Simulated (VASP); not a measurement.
Set up this calculation in VASP 6.6.1, as the native input.

| Property | Result |
| --- | --- |
| Task | band structure |
| Functional | rev-vdW-DF2 |
| Potentials or basis | VASP PAW PBE potentials, release 64 (Mo_sv, Se) |
| Cutoff | 520 eV |
| k mesh | 9 × 9 × 2 |
| Occupations | gaussian, width 0.03 eV |
| Spin | no spin polarisation |
| Further INCAR settings | ALGO = Normal; EDIFF = 1e-07; NBANDS = 35 |

The structure of MoSe2 lies in POSCAR:

```
MoSe2                                   
1.0
    3.3032292483     -0.0000000000     -0.0000000000
   -1.6516146241      2.8606804459     -0.0000000000
    0.0000000000      0.0000000000     13.0346790180
  Mo              Se            
     2     4
Direct
     0.3333333300000021    0.6666666699999979    0.2500000000000000
     0.6666666699999979    0.3333333300000021    0.7500000000000000
     0.3333333300000021    0.6666666699999979    0.6213114444777127
     0.6666666699999979    0.3333333300000021    0.1213114444777127
     0.3333333300000021    0.6666666699999979    0.8786885555222873
     0.6666666699999979    0.3333333300000021    0.3786885555222873
```

These files were run (other wordings do the same):

INCAR

```
SYSTEM = MoSe2
PREC = Accurate
ENCUT = 520
EDIFF = 1E-7
ISMEAR = 0
SIGMA = 0.03
LREAL = .FALSE.
LASPH = .TRUE.
NELM = 80
ALGO = Normal
ISIF = 2
LWAVE = .FALSE.
LCHARG = .FALSE.
LMAXMIX = 4
GGA = MK
LUSE_VDW = .TRUE.
AGGAC = 0.0
PARAM1 = 0.1234
PARAM2 = 0.711357
ZAB_VDW = -1.8867
NBANDS = 35
ICORELEVEL = 1
```

KPOINTS

```
Automatic mesh
0
G
  9 9 2
  0 0 0
```

KPOINTS_OPT

```
explicit points
96
Reciprocal
 0.0000000000  0.0000000000  0.0000000000 1
 0.0555555556  0.0000000000  0.0000000000 1
 0.1111111111  0.0000000000  0.0000000000 1
 0.1666666667  0.0000000000  0.0000000000 1
 0.2222222222  0.0000000000  0.0000000000 1
 0.2777777778  0.0000000000  0.0000000000 1
 0.3333333333  0.0000000000  0.0000000000 1
 0.3888888889  0.0000000000  0.0000000000 1
 0.4444444444  0.0000000000  0.0000000000 1
 0.5000000000  0.0000000000  0.0000000000 1
 0.5000000000  0.0000000000  0.0000000000 1
 0.4814814815  0.0370370370  0.0000000000 1
 0.4629629630  0.0740740741  0.0000000000 1
 0.4444444444  0.1111111111  0.0000000000 1
 0.4259259259  0.1481481481  0.0000000000 1
 0.4074074074  0.1851851852  0.0000000000 1
 0.3888888889  0.2222222222  0.0000000000 1
 0.3703703703  0.2592592592  0.0000000000 1
 0.3518518518  0.2962962963  0.0000000000 1
 0.3333333333  0.3333333333  0.0000000000 1
 0.3333333333  0.3333333333  0.0000000000 1
 0.2962962963  0.2962962963  0.0000000000 1
 0.2592592592  0.2592592592  0.0000000000 1
 0.2222222222  0.2222222222  0.0000000000 1
 0.1851851852  0.1851851852  0.0000000000 1
 0.1481481481  0.1481481481  0.0000000000 1
 0.1111111111  0.1111111111  0.0000000000 1
 0.0740740741  0.0740740741  0.0000000000 1
 0.0370370370  0.0370370370  0.0000000000 1
 0.0000000000  0.0000000000  0.0000000000 1
 0.0000000000  0.0000000000  0.0000000000 1
 0.0000000000  0.0000000000  0.0555555556 1
 0.0000000000  0.0000000000  0.1111111111 1
 0.0000000000  0.0000000000  0.1666666667 1
 0.0000000000  0.0000000000  0.2222222222 1
 0.0000000000  0.0000000000  0.2777777778 1
 0.0000000000  0.0000000000  0.3333333333 1
 0.0000000000  0.0000000000  0.3888888889 1
 0.0000000000  0.0000000000  0.4444444444 1
 0.0000000000  0.0000000000  0.5000000000 1
 0.0000000000  0.0000000000  0.5000000000 1
 0.0555555556  0.0000000000  0.5000000000 1
 0.1111111111  0.0000000000  0.5000000000 1
 0.1666666667  0.0000000000  0.5000000000 1
 0.2222222222  0.0000000000  0.5000000000 1
 0.2777777778  0.0000000000  0.5000000000 1
 0.3333333333  0.0000000000  0.5000000000 1
 0.3888888889  0.0000000000  0.5000000000 1
 0.4444444444  0.0000000000  0.5000000000 1
 0.5000000000  0.0000000000  0.5000000000 1
 0.5000000000  0.0000000000  0.5000000000 1
 0.4814814815  0.0370370370  0.5000000000 1
 0.4629629630  0.0740740741  0.5000000000 1
 0.4444444444  0.1111111111  0.5000000000 1
 0.4259259259  0.1481481481  0.5000000000 1
 0.4074074074  0.1851851852  0.5000000000 1
 0.3888888889  0.2222222222  0.5000000000 1
 0.3703703703  0.2592592592  0.5000000000 1
 0.3518518518  0.2962962963  0.5000000000 1
 0.3333333333  0.3333333333  0.5000000000 1
 0.3333333333  0.3333333333  0.5000000000 1
 0.2962962963  0.2962962963  0.5000000000 1
 0.2592592592  0.2592592592  0.5000000000 1
 0.2222222222  0.2222222222  0.5000000000 1
 0.1851851852  0.1851851852  0.5000000000 1
 0.1481481481  0.1481481481  0.5000000000 1
 0.1111111111  0.1111111111  0.5000000000 1
 0.0740740741  0.0740740741  0.5000000000 1
 0.0370370370  0.0370370370  0.5000000000 1
 0.0000000000  0.0000000000  0.5000000000 1
 0.5000000000  0.0000000000  0.5000000000 1
 0.5000000000  0.0000000000  0.4444444444 1
 0.5000000000  0.0000000000  0.3888888889 1
 0.5000000000  0.0000000000  0.3333333333 1
 0.5000000000  0.0000000000  0.2777777778 1
 0.5000000000  0.0000000000  0.2222222222 1
 0.5000000000  0.0000000000  0.1666666667 1
 0.5000000000  0.0000000000  0.1111111111 1
 0.5000000000  0.0000000000  0.0555555556 1
 0.5000000000  0.0000000000  0.0000000000 1
 0.3333333333  0.3333333333  0.0000000000 1
 0.3333333333  0.3333333333  0.0555555556 1
 0.3333333333  0.3333333333  0.1111111111 1
 0.3333333333  0.3333333333  0.1666666667 1
 0.3333333333  0.3333333333  0.2222222222 1
 0.3333333333  0.3333333333  0.2777777778 1
 0.3333333333  0.3333333333  0.3333333333 1
 0.3333333333  0.3333333333  0.3888888889 1
 0.3333333333  0.3333333333  0.4444444444 1
 0.3333333333  0.3333333333  0.5000000000 1
 0.0000000000  0.0000000000  0.0000000000 1
 0.0000000000  0.0000000000  0.5000000000 1
 0.3333333333  0.3333333333  0.5000000000 1
 0.3333333333  0.3333333333  0.0000000000 1
 0.5000000000  0.0000000000  0.5000000000 1
 0.5000000000  0.0000000000  0.0000000000 1
```

Potentials or basis: VASP PAW PBE potentials, release 64 (Mo_sv, Se).

Launch:

```sh
$ cat potpaw_PBE.64/Mo_sv/POTCAR potpaw_PBE.64/Se/POTCAR > POTCAR
$ mpirun -np 1 vasp_std > vasp.out
```

Results of the run:

The pressure is 0.0 GPa and the band gap on the k mesh is 0.91 eV, indirect (least direct gap 1.42 eV). The band gap along the path is 0.81 eV, indirect (least direct gap 1.42 eV).

Caveat: the PAW data sets were made with another functional, which shifts forces and pressure a little; the mesh misses the band edges, which the band path finds closer together.

It took 13 min on 1 thread of Intel(R) Xeon(R) Platinum 8375C CPU @ 2.90GHz (Ice Lake), on a shared host, peak memory 0.68 GiB.
